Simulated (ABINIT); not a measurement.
Input of an ABINIT 10.8.3 (patched build) run:

The input run.abi:

```
# Datasets: ground state, then fixed potential
ndtset 2

# Pseudopotentials
pp_dirpath "./"
pseudos "Rh.upf"

# Structure
acell 3*1.0
rprim
     0.0000000000     3.5864167256     3.5864167256
     3.5864167256     0.0000000000     3.5864167256
     3.5864167256     3.5864167256     0.0000000000
ntypat 1
znucl 45
natom 1
typat 1
xcart
     0.0000000000     0.0000000000     0.0000000000

# Plane-wave basis
ecut 44.0

# Exchange and correlation
ixc -116133

# Bands and occupations
occopt 3
tsmear 0.00183747

# SCF cycle
nstep 100

# Output
iomode 3
prtwf 0
prteig 0
prtebands 0
enunit 1
prtden1 1
prtvha1 1
prtvclmb1 1
prtpot1 1
prtelf1 1

# Dataset 1
kptopt1 1
ngkpt1 12 12 12
nshiftk1 1
shiftk1 0.0 0.0 0.0
nband1 13
tolvrs1 1.0e-10

# Dataset 2: bands along G-X-W-K-G-L-U-W-L-K
iscf2 -2
getden2 1
nband2 17
nbdbuf2 2
tolwfr2 1.0e-12
kptopt2 -9
ndivsm2 5
prteig2 1
prtvol2 -3
kptbounds2
     0.0000000000     0.0000000000     0.0000000000
     0.5000000000     0.0000000000     0.5000000000
     0.5000000000     0.2500000000     0.7500000000
     0.3750000000     0.3750000000     0.7500000000
     0.0000000000     0.0000000000     0.0000000000
     0.5000000000     0.5000000000     0.5000000000
     0.6250000000     0.2500000000     0.6250000000
     0.5000000000     0.2500000000     0.7500000000
     0.5000000000     0.5000000000     0.5000000000
     0.3750000000     0.3750000000     0.7500000000
```

Potentials or basis: PseudoDojo NC SR PBEsol v0.4 stringent.

The run is started by

```bash
$ abinit run.abi > log 2>&1
```

Task: Predict the band gap on the k mesh.

Result: None (metal or under the smearing width).

Task: Predict the pressure.

Result: -3.4 GPa.

Levels at the corners of the path, in eV from the Fermi level:
| point | band 5 | band 6 | band 7 | band 8 | band 9 | band 10 | band 11 | band 12 |
| --- | --- | --- | --- | --- | --- | --- | --- | --- |
| Γ | -8.11 | -3.15 | -3.15 | -3.15 | -1.02 | -1.02 | 16.09 | 21.52 |
| X | -6.43 | -6.06 | 0.54 | 0.98 | 0.98 | 3.17 | 12.26 | 13.30 |
| W | -5.11 | -3.89 | -3.89 | -1.24 | 0.98 | 9.60 | 9.60 | 11.24 |
| K | -5.61 | -4.86 | -2.13 | -0.71 | 0.36 | 7.84 | 8.57 | 12.04 |
| Γ | -8.11 | -3.15 | -3.15 | -3.15 | -1.02 | -1.02 | 16.09 | 21.52 |
| L | -6.24 | -3.22 | -3.22 | 0.56 | 0.56 | 0.62 | 8.62 | 15.57 |
| U | -5.61 | -4.86 | -2.13 | -0.71 | 0.36 | 7.84 | 8.57 | 12.04 |
| W | -5.11 | -3.89 | -3.89 | -1.24 | 0.98 | 9.60 | 9.60 | 11.24 |
| L | -6.24 | -3.22 | -3.22 | 0.56 | 0.56 | 0.62 | 8.62 | 15.57 |
| K | -5.61 | -4.86 | -2.13 | -0.71 | 0.36 | 7.84 | 8.57 | 12.04 |
